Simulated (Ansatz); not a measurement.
System: rock-salt LiI. Method: PBE0 (plane waves, PAW; Ansatz, a program for electronic structure).

Numerical settings: plane-wave cutoff 460 eV, 8×8×8 k mesh, Fermi–Dirac smearing 0.01 eV, scalar-relativistic PAW data made under PBE.

Computed at the level's own relaxed cell.

Question: Give the computed volume per atom, pressure derivative B′ of the bulk modulus, equilibrium lattice constant a and band gap.

Answer: 
* **volume per atom**: 26.76 Å³/atom
* **pressure derivative B′ of the bulk modulus**: 4.6
* **equilibrium lattice constant a**: 5.982 Å
* **band gap**: 6.01 eV

Measured, for comparison: band gap 6.4 eV (temperature not stated, not corrected to a static lattice, our sources range from 6.10 to 6.40; as tabulated in Aguado et al. (1998), arXiv:cond-mat/9809176).

Spin–orbit coupling is not included; with these elements it can move the gap by several tenths of an eV or more.

Computed values are for the static lattice.
